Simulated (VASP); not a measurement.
# ZnO (P6_3mc) in VASP: a series of runs, part 2 of 2

VASP 6.6.1. The steps go on from the part before.

## (3) Relaxation of cell and atoms, PBE

This run uses another cell than the first one, of 12.41 Å³/atom, 1.043 times its volume.

Contents of INCAR:

```
SYSTEM = ZnO
PREC = Accurate
ENCUT = 520
EDIFF = 1E-7
ISMEAR = 0
SIGMA = 0.02
LREAL = .False.
LASPH = .True.
NELM = 80
ALGO = Fast
ISIF = 3
LWAVE = .False.
LCHARG = .False.
GGA = PE
IBRION = 2
NSW = 80
EDIFFG = -0.002
KPAR = 4
```

Contents of KPOINTS:

```
Automatic mesh
0
Gamma
  15 15 8
  0 0 0
```

Contents of POSCAR:

```
ZnO                                     
1.0
    3.2869410969      0.0000000000      0.0000000000
   -1.6434705485      2.8465744879     -0.0000000000
    0.0000000000      0.0000000000      5.3045224376
  Zn              O             
     2     2
Direct
     0.3333333300000021    0.6666666699999979    0.4999386621759573
     0.6666666699999979    0.3333333300000021    0.9999386621759574
     0.6666666699999979    0.3333333300000021    0.3790713378240436
     0.3333333300000021    0.6666666699999979    0.8790713378240436
```

Potentials or basis: VASP PAW PBE potentials, release 64 (Zn, O).

Run with:

```bash
cat potpaw_PBE.64/Zn/POTCAR potpaw_PBE.64/O/POTCAR > POTCAR
mpirun -np 4 vasp_std > vasp.out
```

OUTCAR:

```text
SYSTEM = ZnO
   PREC = Accurate
   ENCUT = 520
   EDIFF = 1E-7
   ISMEAR = 0
   LREAL = .False.
   LASPH = .True.
   NELM = 80
   ISIF = 3
   GGA = PE
   IBRION = 2
   NSW = 80
   EDIFFG = -0.002

 ion  position               nearest neighbor table
   1  0.333  0.667  0.500-   3 2.00   3 2.00   3 2.00   4 2.01
   2  0.667  0.333  1.000-   4 2.00   4 2.00   4 2.00   3 2.01
   3  0.667  0.333  0.379-   1 2.00   1 2.00   1 2.00   2 2.01
   4  0.333  0.667  0.879-   2 2.00   2 2.00   2 2.00   1 2.01

  LATTYP: Found a hexagonal cell.
 ALAT       =     3.2869410969
 C/A-ratio  =     1.6138173095

  Lattice vectors:

 A1 = (   3.2869410969,   0.0000000000,   0.0000000000)
 A2 = (  -1.6434705485,   2.8465744879,   0.0000000000)
 A3 = (   0.0000000000,   0.0000000000,   5.3045224376)

Analysis of symmetry for initial positions (statically):
=====================================================================
 Subroutine PRICEL returns:
 Original cell was already a primitive cell.

 Routine SETGRP: Setting up the symmetry group for a
 hexagonal supercell.

 Subroutine GETGRP returns: Found 12 space group operations
 (whereof  6 operations were pure point group operations)
 out of a pool of 24 trial point group operations.

The static configuration has the point symmetry C_3v.
 The point group associated with its full space group is C_6v.

Analysis of symmetry for dynamics (positions and initial velocities):
=====================================================================
 Subroutine PRICEL returns:
 Original cell was already a primitive cell.

 Routine SETGRP: Setting up the symmetry group for a
 hexagonal supercell.

 Subroutine GETGRP returns: Found 12 space group operations
 (whereof  6 operations were pure point group operations)
 out of a pool of 24 trial point group operations.

The dynamic configuration has the point symmetry C_3v.
 The point group associated with its full space group is C_6v.

 Subroutine INISYM returns: Found 12 space group operations
 (whereof  6 operations are pure point group operations),
 and found     1 'primitive' translations

----------------------------------------------------------------------------------------

                                     Primitive cell

  volume of cell :      49.6319

  direct lattice vectors                    reciprocal lattice vectors
     3.286941097  0.000000000  0.000000000     0.304234232  0.175649716  0.000000000
    -1.643470549  2.846574488  0.000000000     0.000000000  0.351299432  0.000000000
     0.000000000  0.000000000  5.304522438     0.000000000  0.000000000  0.188518384

  length of vectors
     3.286941097  3.286941095  5.304522438     0.351299431  0.351299432  0.188518384

  position of ions in fractional coordinates (direct lattice)
     0.333333330  0.666666670  0.499938662
     0.666666670  0.333333330  0.999938662
     0.666666670  0.333333330  0.379071338
     0.333333330  0.666666670  0.879071338

  ion indices of the primitive-cell ions
   primitive index   ion index
                 1           1
                 2           2
                 3           3
                 4           4

----------------------------------------------------------------------------------------

 KPOINTS: Automatic mesh

[... 27 lines left out ...]
  0.200000 -0.000000  0.000000      6.000000
  0.266667 -0.000000  0.000000      6.000000
  0.333333  0.000000  0.000000      6.000000
[... 16 lines left out ...]
  0.333333  0.200000  0.000000     12.000000
  0.400000  0.200000  0.000000      6.000000
 [... further k-points ...]
   k-points           NKPTS =    135   k-points in BZ     NKDIM =    135   number of bands    NBANDS=     22
   number of dos      NEDOS =    301   number of ions     NIONS =      4
   total plane-waves  NPLWV =  23040
   dimension x,y,z NGX =    24 NGY =   24 NGZ =   40
   dimension x,y,z NGXF=    48 NGYF=   48 NGZF=   80
   ions per type =               2   2
   NGX,Y,Z   is equivalent  to a cutoff of  12.14, 12.14, 12.54 a.u.
   NGXF,Y,Z  is equivalent  to a cutoff of  24.28, 24.28, 25.07 a.u.
 SYSTEM =  ZnO
   PREC   = accura    normal or accurate (medium, high low for compatibility)
   ISTART =      0    job   : 0-new  1-cont  2-samecut
   ICHARG =      2    charge: 1-file 2-atom 10-const
   ISPIN  =      1    spin polarized calculation?
   LNONCOLLINEAR =      F non collinear calculations
   LSORBIT =      F    spin-orbit coupling
   LASPH  =      T    aspherical Exc in radial PAW
   ENCUT  =  520.0 eV  38.22 Ry    6.18 a.u.   6.11  6.11  9.86*2*pi/ulx,y,z
   NELM   =     80;   NELMIN=  2; NELMDL= -5     # of ELM steps
   EDIFF  = 0.1E-06   stopping-criterion for ELM
   LREAL  =      F    real-space projection
   EDIFFG = -.2E-02   stopping-criterion for IOM
   NSW    =     80    number of steps for IOM
   IBRION =      2    ionic relax: 0-MD 1-quasi-New 2-CG
   NFREE  =      1    steps in history (QN), initial steepest desc. (CG)
   ISIF   =      3    stress and relaxation
   ISYM   =      2    0-nonsym 1-usesym 2-fastsym
   POTIM  = 0.5000    time-step for ionic-motion
   TEBEG  =    0.0;   TEEND  =   0.0 temperature during run
   PSTRESS=    0.0 pullay stress
   NELECT =      36.0000    total number of electrons
   NUPDOWN=      -1.0000    fix difference up-down
   EMIN   =  10.00;   EMAX   =-10.00  energy-range for DOS
   EFERMI =   0.00;   METHOD = LEGACY
   ISMEAR =     0;   SIGMA  =   0.02  broadening in eV -4-tet -1-fermi 0-gaus
   EFERMI_NEDOS =   21; number of points for ismear=-14 and -15
   IALGO  =     68    algorithm
   IMIX   =      4    mixing-type and parameters
     AMIX     =   0.40;   BMIX     =  1.00
     AMIX_MAG =   1.60;   BMIX_MAG =  1.00
  volume/ion in A,a.u.               =      12.41        83.73
  Fermi-wavevector in a.u.,A,eV,Ry     =   1.470919  2.779634 29.437600  2.163603
  Thomas-Fermi vector in A             =   2.586118
   LORBIT       =      0    0 simple, 1 ext, 2 COOP (PROOUT), +10 PAW based schemes
   GGA     = PE    functional components
   LHFCALC =     F    Hartree Fock is set to
   AEXX    =    0.0000 exact exchange contribution
   IVDW    =     0    specifies the selected vdW correction
   LEPSILON=     F    determine dielectric tensor
   LRPA    =     F    only Hartree local field effects (RPA)
 conjugate gradient relaxation of ions
 non-spin polarized calculation
 RMM-DIIS sequential band-by-band and
 Gauss-broadening in eV      SIGMA  =   0.02
  energy-cutoff  :      520.00
  volume of cell :       49.63
 maximum number of plane-waves:      1362
   NGX = 13   NGY = 13   NGZ = 19

 number of electron      36.0000037 magnetization

 Free energy of the ion-electron system (eV)
  ---------------------------------------------------
  ext. energy  EPLUGINS =         0.00000000
  ---------------------------------------------------
  free energy    TOTEN  =       -17.86230968 eV

  energy without entropy =      -17.86230968  energy(sigma->0) =      -17.86230968

 E-fermi :   0.9962     XC(G=0): -10.6906

 val. band max:        0.8371872540   @ k =   0.0000   0.0000   0.0000
 cond. band min:       1.5554388625   @ k =   0.0000   0.0000   0.0000
 fundamental gap:      0.7182516085
 Fermi energy:         0.9961751723

 k-point     1 :       0.0000    0.0000    0.0000
  band No.  band energies     occupation
      1     -16.9302      2.00000
      2     -16.2723      2.00000
      3      -4.6706      2.00000
      4      -4.6706      2.00000
      5      -4.6313      2.00000
      6      -4.4959      2.00000
[... 589 lines left out ...]
     21       8.4518      0.00000
     22       9.0994      0.00000

 [... further k-points ...]

------------------------ aborting loop because EDIFF is reached ----------------------------------------

  FORCE on cell =-STRESS in cart. coord.  units (eV):
  Direction    XX          YY          ZZ          XY          YZ          ZX
  --------------------------------------------------------------------------------------
  -------------------------------------------------------------------------------------
  Total       -0.0051816     -0.0051816      0.0035629      0.0000000      0.0000000      0.0000000
  in kB       -0.1672690     -0.1672690      0.1150146      0.0000000      0.0000000      0.0000000
  external PRESSURE =      -0.0731745 kB  Pullay stress =       0.0000000 kB

 VOLUME and BASIS-vectors are now :
 -----------------------------------------------------------------------------
  energy-cutoff  :      520.00
  volume of cell :       49.63
      direct lattice vectors                 reciprocal lattice vectors
     3.286941097  0.000000000  0.000000000     0.304234232  0.175649716  0.000000000
    -1.643470549  2.846574488  0.000000000     0.000000000  0.351299432  0.000000000
     0.000000000  0.000000000  5.304522438     0.000000000  0.000000000  0.188518384

 POSITION                                       TOTAL-FORCE (eV/Angst)
 -----------------------------------------------------------------------------------
     -0.00000      1.89772      2.65194        -0.000000      0.000000      0.000909
      1.64347      0.94886      5.30420         0.000000     -0.000000      0.000909
      1.64347      0.94886      2.01079         0.000000     -0.000000     -0.000909
     -0.00000      1.89772      4.66305        -0.000000      0.000000     -0.000909
 -----------------------------------------------------------------------------------
    total drift:                                0.000003     -0.000004     -0.000924

  FREE ENERGIE OF THE ION-ELECTRON SYSTEM (eV)
  ---------------------------------------------------
  free  energy   TOTEN  =       -17.8623096786 eV

  energy  without entropy=      -17.8623096786  energy(sigma->0) =      -17.86230968

 reached required accuracy - stopping structural energy minimisation
```

It took 18 s on 4 MPI ranks of Intel Xeon 6975P-C (Granite Rapids), shared host; peak memory 0.24 GiB.

Results:

```
Free energy             : -17.8623 eV
Pressure after relaxing : 0.0 GPa
Band gap on the k mesh  : 0.72 eV, direct
```

Final structure:
```
Zn O
1.0
     3.28694    0.00000    0.00000
    -1.64347    2.84657    0.00000
     0.00000    0.00000    5.30452
Zn O
2 2
Direct
  0.33333 0.66667 0.49994
  0.66667 0.33333 0.99994
  0.66667 0.33333 0.37907
  0.33333 0.66667 0.87907
```

Caveat: the relaxation stopped at its first step, so nothing moved; an odd mesh through Γ misses points on the zone boundary, where band edges often lie.
